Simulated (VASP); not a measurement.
# Al16HO23 (a cell with a defect) (Corundum) in VASP: notebook

One crystal, Al16HO23 (a cell with a defect) (Corundum), is run at these levels: PBE; tasks: single point.

Program: VASP 6.6.1. These are calculated values, not measurements. Logs are shortened: lines on timing, memory, paths and dates and some standing lists are left out, and cuts for length are marked.

## 1. The crystal as given

The cell holds a defect, 40 atoms: a = 6.999 Å, b = 6.999 Å, c = 6.999 Å, α = 85.72°, β = 85.72°, γ = 85.72°.

## 2. Single point, PBE

Input file INCAR:

```
SYSTEM = Al16HO23
PREC     = Accurate       ! precision mode
ENCUT    = 520            ! plane-wave cutoff, eV
EDIFF    = 1E-7           ! SCF threshold, eV
ISMEAR   = -1             ! smearing method
SIGMA    = 0.01           ! smearing width, eV
LREAL    = Auto         
LASPH    = .TRUE.         ! aspherical terms in the spheres
NELM     = 60             ! most SCF steps
ALGO     = Fast           ! electronic algorithm
ISIF     = 2              ! what is computed and relaxed
LWAVE    = .FALSE.        ! write WAVECAR
LCHARG   = .TRUE.         ! write CHGCAR
GGA      = PE             ! functional
LELF     = .TRUE.         ! ELF
LVHAR    = .TRUE.       
NBANDS   = 120            ! bands
NELECT   = 186.0
```

Input file KPOINTS:

```
Automatic mesh
0
G
  3 3 3
  0 0 0
```

Input file POSCAR:

```
Al16HO23
1.0
   -4.7605000000     -2.7484759565      4.3318666667
    4.7605000000     -2.7484759565      4.3318666667
    0.0000000000      5.4969519129      4.3318666667
Al H O
16 1 23
Direct
    0.3519352501      0.3534341110      0.3527761811
    0.8546110113      0.8514710456      0.3476034459
    0.8644982015      0.3490220803      0.8573825950
    0.3519880533      0.8522350784      0.8529273658
    0.1485289544      0.1453889887      0.1523965541
    0.6465658890      0.6480647499      0.1472238189
    0.6509779197      0.1355017985      0.6426174050
    0.1477649216      0.6480119467      0.6470726342
    0.6516747127      0.6580106373      0.6449578283
    0.1469773903      0.1460149538      0.6449357350
    0.1494165769      0.6469995845      0.1484842488
    0.6465981978      0.1486426547      0.1477712555
    0.8539850462      0.8530226097      0.8550642650
    0.3419893627      0.3483252873      0.8550421717
    0.3530004155      0.8505834231      0.3515157512
    0.8513573453      0.3534018022      0.3522287445
    0.5860176699      0.4139823301      0.7500000000
    0.0972155630      0.9027844370      0.7500000000
    0.0961101610      0.4024852326      0.2506503439
    0.5975147674      0.9038898390      0.2493496561
    0.7484892151      0.5958751129      0.4037990273
    0.2501536112      0.0963662873      0.4033257811
    0.2504752887      0.5949792453      0.9024318240
    0.7459487653      0.1038461784      0.8986290741
    0.4050207547      0.7495247113      0.5975681760
    0.8961538216      0.2540512347      0.6013709259
    0.9036337127      0.7498463888      0.0966742189
    0.4041248871      0.2515107849      0.0962009727
    0.4033258528      0.5966741472      0.2500000000
    0.9015383321      0.0984616679      0.2500000000
    0.8998743010      0.5928954521      0.7508914837
    0.4071045479      0.1001256990      0.7491085163
    0.2508993205      0.4023413318      0.5992580155
    0.7559074972      0.9002049380      0.5949808703
    0.7469198862      0.4037471826      0.0920648566
    0.2506141028      0.9026178542      0.0967810663
    0.5962528174      0.2530801138      0.4079351434
    0.0973821458      0.7493858972      0.4032189337
    0.0997950620      0.2440925028      0.9050191297
    0.5976586682      0.7491006795      0.9007419845
```

Potentials or basis: VASP PAW PBE potentials, release 64 (Al, H, O).

Launch:

```bash
> cat potpaw_PBE.64/Al/POTCAR potpaw_PBE.64/H/POTCAR potpaw_PBE.64/O/POTCAR > POTCAR
> mpirun -np 1 vasp_std > vasp.out
```

OUTCAR:

```text
SYSTEM = Al16HO23
   PREC = Accurate
   ENCUT = 520
   EDIFF = 1E-7
   ISMEAR = -1
   LREAL = Auto
   LASPH = .TRUE.
   NELM = 60
   ISIF = 2
   GGA = PE
   NELECT = 186.0

 ion  position               nearest neighbor table
   1  0.352  0.353  0.353-  29 1.85  37 1.86  33 1.86  19 1.97  28 1.98  22 1.98   5 2.65  11 2.78
                            10 2.79  12 2.79   8 3.21   6 3.21   7 3.24
   2  0.855  0.851  0.348-  38 1.85  30 1.85  34 1.86  27 1.94  20 1.97  21 1.99   6 2.65   9 2.76
                            11 2.77  12 2.80   7 3.16   5 3.18   8 3.22
   3  0.864  0.349  0.857-  39 1.80  35 1.83  31 1.84  26 1.95  24 1.95  10 2.76   7 2.78  12 2.80
                             9 2.91   5 3.16   8 3.19   6 3.24  14 3.34
   4  0.352  0.852  0.853-  36 1.85  40 1.86  32 1.89  18 1.97  25 1.98  23 1.98   8 2.66  11 2.79
                             9 2.79  10 2.80   7 3.19   6 3.21   5 3.22
   5  0.149  0.145  0.152-  36 1.85  30 1.85  39 1.86  22 1.94  19 1.97  28 1.99   1 2.65  14 2.76
                            15 2.77  16 2.80   3 3.16   2 3.18   4 3.22
   6  0.647  0.648  0.147-  29 1.85  35 1.86  40 1.86  20 1.97  21 1.98  27 1.98   2 2.65  15 2.78
                            13 2.79  16 2.79   4 3.21   1 3.21   3 3.24
   7  0.651  0.136  0.643-  34 1.80  37 1.83  32 1.84  24 1.95  26 1.95  13 2.76   3 2.78  16 2.80
                            14 2.91   2 3.16   4 3.19   1 3.24   9 3.34
   8  0.148  0.648  0.647-  38 1.85  33 1.86  31 1.89  18 1.97  23 1.98  25 1.98   4 2.66  15 2.79
                            14 2.79  13 2.80   3 3.19   1 3.21   2 3.22
   9  0.652  0.658  0.645-  25 1.84  21 1.84  17 1.88  34 1.89  40 1.95  31 1.95  13 2.63   2 2.76
                             4 2.79   3 2.91  15 3.20  16 3.24   7 3.34  14 3.36
  10  0.147  0.146  0.645-  22 1.84  18 1.85  26 1.90  33 1.98  39 1.99  32 2.01  14 2.63   3 2.76
                             1 2.79   4 2.80  13 3.21  15 3.21  16 3.21
  11  0.149  0.647  0.148-  19 1.86  23 1.86  27 1.86  29 1.96  38 1.97  36 1.97  15 2.64   2 2.77
                             1 2.78   4 2.79  14 3.20  13 3.21  16 3.22
  12  0.647  0.149  0.148-  28 1.84  20 1.85  24 1.87  35 1.97  30 1.97  37 2.01  16 2.66   1 2.79
                             2 2.80   3 2.80  13 3.21  15 3.22  14 3.24
  13  0.854  0.853  0.855-  27 1.84  18 1.85  24 1.90  40 1.98  34 1.99  31 2.01   9 2.63   7 2.76
                             6 2.79   8 2.80  10 3.21  11 3.21  12 3.21
  14  0.342  0.348  0.855-  23 1.84  28 1.84  17 1.88  39 1.89  33 1.95  32 1.95  10 2.63   5 2.76
                             8 2.79   7 2.91  11 3.20  12 3.24   3 3.34   9 3.36
  15  0.353  0.851  0.352-  20 1.86  25 1.86  22 1.86  29 1.96  36 1.97  38 1.97  11 2.64   5 2.77
                             6 2.78   8 2.79   9 3.20  10 3.21  12 3.22
  16  0.851  0.353  0.352-  21 1.84  19 1.85  26 1.87  37 1.97  30 1.97  35 2.01  12 2.66   6 2.79
                             5 2.80   7 2.80  10 3.21  11 3.22   9 3.24
  17  0.586  0.414  0.750-   9 1.88  14 1.88
  18  0.097  0.903  0.750-  10 1.85  13 1.85   4 1.97   8 1.97
  19  0.096  0.402  0.251-  16 1.85  11 1.86   5 1.97   1 1.97
  20  0.598  0.904  0.249-  12 1.85  15 1.86   2 1.97   6 1.97
  21  0.748  0.596  0.404-   9 1.84  16 1.84   6 1.98   2 1.99
  22  0.250  0.096  0.403-  10 1.84  15 1.86   5 1.94   1 1.98
  23  0.250  0.595  0.902-  14 1.84  11 1.86   8 1.98   4 1.98
[... 15 lines left out ...]
  39  0.100  0.244  0.905-   3 1.80   5 1.86  14 1.89  10 1.99
  40  0.598  0.749  0.901-   4 1.86   6 1.86   9 1.95  13 1.98

  LATTYP: Found a trigonal (rhomboedric) cell.
 ALAT       =     6.9986819582
 COS(alpha) =     0.0746572682

  Lattice vectors:

 A1 = (  -4.7605000000,  -2.7484759565,   4.3318666667)
 A2 = (   4.7605000000,  -2.7484759565,   4.3318666667)
 A3 = (   0.0000000000,   5.4969519129,   4.3318666667)

Analysis of symmetry for initial positions (statically):
=====================================================================
 Subroutine PRICEL returns:
 Original cell was already a primitive cell.

 Routine SETGRP: Setting up the symmetry group for a
 trigonal (rhombohedral) supercell.

 Subroutine GETGRP returns: Found  2 space group operations
 (whereof  1 operations were pure point group operations)
 out of a pool of 12 trial point group operations.

The static configuration has the point symmetry C_1 .
 The point group associated with its full space group is C_2 .

Analysis of symmetry for dynamics (positions and initial velocities):
=====================================================================
 Subroutine PRICEL returns:
 Original cell was already a primitive cell.

 Routine SETGRP: Setting up the symmetry group for a
 trigonal (rhombohedral) supercell.

 Subroutine GETGRP returns: Found  2 space group operations
 (whereof  1 operations were pure point group operations)
 out of a pool of 12 trial point group operations.

The dynamic configuration has the point symmetry C_1 .
 The point group associated with its full space group is C_2 .
[... 121 lines left out ...]

  Shift w.r.t. Gamma in fractional coordinates (k-lattice)
     0.000000000  0.000000000  0.000000000

 Subroutine IBZKPT returns following result:
 ===========================================

 Found     10 irreducible k-points:

 Following reciprocal coordinates:
            Coordinates               Weight
  0.000000  0.000000  0.000000      1.000000
  0.333333  0.000000  0.000000      4.000000
 -0.000000 -0.000000  0.333333      2.000000
  0.333333  0.333333  0.000000      2.000000
 -0.333333  0.000000 -0.333333      4.000000
 -0.333333  0.333333  0.000000      2.000000
  0.333333  0.000000 -0.333333      4.000000
  0.333333  0.333333  0.333333      2.000000
 -0.333333  0.333333  0.333333      4.000000
  0.333333  0.333333 -0.333333      2.000000
   k-points           NKPTS =     10   k-points in BZ     NKDIM =     10   number of bands    NBANDS=    120
   number of dos      NEDOS =    301   number of ions     NIONS =     40
   total plane-waves  NPLWV = 157464
   dimension x,y,z NGX =    54 NGY =   54 NGZ =   54
   dimension x,y,z NGXF=   108 NGYF=  108 NGZF=  108
   ions per type =              16   1  23
   NGX,Y,Z   is equivalent  to a cutoff of  12.83, 12.83, 12.83 a.u.
   NGXF,Y,Z  is equivalent  to a cutoff of  25.65, 25.65, 25.65 a.u.
 SYSTEM =  Al16HO23
   PREC   = accura    normal or accurate (medium, high low for compatibility)
   ISTART =      0    job   : 0-new  1-cont  2-samecut
   ICHARG =      2    charge: 1-file 2-atom 10-const
   ISPIN  =      1    spin polarized calculation?
   LNONCOLLINEAR =      F non collinear calculations
   LSORBIT =      F    spin-orbit coupling
   LASPH  =      T    aspherical Exc in radial PAW
   ENCUT  =  520.0 eV  38.22 Ry    6.18 a.u.  13.01 13.01 13.01*2*pi/ulx,y,z
   NELM   =     60;   NELMIN=  2; NELMDL= -5     # of ELM steps
   EDIFF  = 0.1E-06   stopping-criterion for ELM
   LREAL  =      T    real-space projection
   EDIFFG = 0.1E-05   stopping-criterion for IOM
   NSW    =      0    number of steps for IOM
   IBRION =     -1    ionic relax: 0-MD 1-quasi-New 2-CG
   NFREE  =      0    steps in history (QN), initial steepest desc. (CG)
   ISIF   =      2    stress and relaxation
   ISYM   =      2    0-nonsym 1-usesym 2-fastsym
   POTIM  = 0.5000    time-step for ionic-motion
   TEBEG  =    0.0;   TEEND  =   0.0 temperature during run
   PSTRESS=    0.0 pullay stress
   NELECT =     186.0000    total number of electrons
   NUPDOWN=      -1.0000    fix difference up-down
   EMIN   =  10.00;   EMAX   =-10.00  energy-range for DOS
   EFERMI =   0.00;   METHOD = LEGACY
   ISMEAR =    -1;   SIGMA  =   0.01  broadening in eV -4-tet -1-fermi 0-gaus
   EFERMI_NEDOS =   21; number of points for ismear=-14 and -15
   IALGO  =     68    algorithm
   IMIX   =      4    mixing-type and parameters
     AMIX     =   0.40;   BMIX     =  1.00
     AMIX_MAG =   1.60;   BMIX_MAG =  1.00
  volume/ion in A,a.u.               =       8.50        57.37
  Fermi-wavevector in a.u.,A,eV,Ry     =   1.338820  2.530003 24.387614  1.792439
  Thomas-Fermi vector in A             =   2.467260
   LORBIT       =      0    0 simple, 1 ext, 2 COOP (PROOUT), +10 PAW based schemes
   GGA     = PE    functional components
   LHFCALC =     F    Hartree Fock is set to
   AEXX    =    0.0000 exact exchange contribution
   IVDW    =     0    specifies the selected vdW correction
   LEPSILON=     F    determine dielectric tensor
   LRPA    =     F    only Hartree local field effects (RPA)
 non-spin polarized calculation
 RMM-DIIS sequential band-by-band and
  energy-cutoff  :      520.00
  volume of cell :      340.07
 maximum number of plane-waves:      9172
 NGX is ok and might be reduce to    54
   NGX = 27   NGY = 27   NGZ = 27

 number of electron     185.9999967 magnetization

 Free energy of the ion-electron system (eV)
  ---------------------------------------------------
  ext. energy  EPLUGINS =         0.00000000
  ---------------------------------------------------
  free energy    TOTEN  =      -301.27823872 eV

  energy without entropy =     -301.27823872  energy(sigma->0) =     -301.27823872

 E-fermi :   6.2259     XC(G=0): -11.5708

 val. band max:        5.9672971131   @ k =   0.0000   0.0000   0.0000
 cond. band min:      12.3791713697   @ k =   0.3333   0.0000   0.0000
 fundamental gap:      6.4118742566
 Fermi energy:         6.2258561865

 k-point     1 :       0.0000    0.0000    0.0000
  band No.  band energies     occupation
      1     -13.1506      2.00000
      2     -12.1186      2.00000
      3     -12.0050      2.00000
      4     -11.9683      2.00000
      5     -11.4545      2.00000
      6     -11.3624      2.00000
[... 1069 lines left out ...]
    104      15.9074      0.00000
    105      16.0378      0.00000
 [bands above 105 left out]

------------------------ aborting loop because EDIFF is reached ----------------------------------------

  FORCE on cell =-STRESS in cart. coord.  units (eV):
  Direction    XX          YY          ZZ          XY          YZ          ZX
  --------------------------------------------------------------------------------------
  -------------------------------------------------------------------------------------
  Total        5.4016427      2.5211497      1.6286334      0.0000000     -0.5377994      0.0000000
  in kB       25.4486993     11.8778646      7.6729626      0.0000000     -2.5337285      0.0000000
  external PRESSURE =      14.9998422 kB  Pullay stress =       0.0000000 kB

 VOLUME and BASIS-vectors are now :
 -----------------------------------------------------------------------------
  energy-cutoff  :      520.00
  volume of cell :      340.07
      direct lattice vectors                 reciprocal lattice vectors
    -4.760500000 -2.748475957  4.331866667    -0.105030984 -0.060639667  0.076949121
     4.760500000 -2.748475957  4.331866667     0.105030984 -0.060639667  0.076949121
     0.000000000  5.496951913  4.331866667     0.000000000  0.121279334  0.076949121

 POSITION                                       TOTAL-FORCE (eV/Angst)
 -----------------------------------------------------------------------------------
      0.00714      0.00050      4.58375         0.002209     -0.006153     -0.000645
     -0.01495     -2.77837      8.89629        -0.001758      0.002692      0.003806
     -2.45392      1.37766      8.97088         0.005607      0.001174      0.008078
      2.38143      1.37872      8.91130         0.002411      0.003560      0.000170
     -0.01495      0.02989      1.93337        -0.001758     -0.002692     -0.003806
      0.00714     -2.74898      6.24592         0.002209      0.006153      0.000645
[... 32 lines left out ...]
      0.68693      4.02968      5.41010        -0.003998      0.004156      0.003570
      0.72094      1.24980      9.73588        -0.002025     -0.002303     -0.004646
 -----------------------------------------------------------------------------------
    total drift:                                0.006109      0.000000      0.000000

  FREE ENERGIE OF THE ION-ELECTRON SYSTEM (eV)
  ---------------------------------------------------
  free  energy   TOTEN  =      -301.2782387161 eV

  energy  without entropy=     -301.2782387161  energy(sigma->0) =     -301.27823872
```

Run time: 17 min. Hardware: 1 thread of Intel Xeon Platinum 8488C (Sapphire Rapids), shared host; peak memory 0.51 GiB.

What came out:

```
Free energy            : -301.2782 eV
Largest force          : 0.013 eV/Å
Band gap on the k mesh : 6.41 eV, indirect (least direct gap 6.46 eV)
```

Forces on the atoms (eV/Å):
```
Al   0.002 -0.006 -0.001
Al  -0.002  0.003  0.004
Al   0.006  0.001  0.008
Al   0.002  0.004  0.000
Al  -0.002 -0.003 -0.004
Al   0.002  0.006  0.001
Al   0.006 -0.001 -0.008
Al   0.002 -0.004  0.000
Al  -0.009 -0.006 -0.007
Al  -0.001  0.000 -0.006
Al   0.006  0.002 -0.002
Al  -0.008  0.001 -0.007
Al  -0.001  0.000  0.006
Al  -0.009  0.006  0.007
Al   0.006 -0.002  0.002
Al  -0.008 -0.001  0.007
H    0.004  0.000  0.000
O    0.002  0.000  0.000
O    0.002  0.001 -0.002
O    0.002 -0.001  0.002
O    0.004  0.006  0.001
O   -0.003  0.002  0.000
O   -0.003  0.004 -0.003
O    0.004  0.002 -0.002
O   -0.003 -0.004  0.003
O    0.004 -0.002  0.002
O   -0.003 -0.002  0.000
O    0.004 -0.006 -0.001
O    0.000  0.000  0.000
O    0.004  0.000  0.000
O   -0.007 -0.002 -0.004
O   -0.007  0.002  0.004
O   -0.002  0.002  0.005
O   -0.004 -0.004 -0.004
O    0.005  0.004 -0.005
O    0.003 -0.003  0.002
O    0.005 -0.004  0.005
O    0.003  0.003 -0.002
O   -0.004  0.004  0.004
O   -0.002 -0.002 -0.005
```

Caveat: the cell carries a net charge on a neutralising background, which shifts energy and pressure; the cell is charged against a uniform background, so pressure and absolute levels hang on convention.

(Part 1 of 2 ends here.)
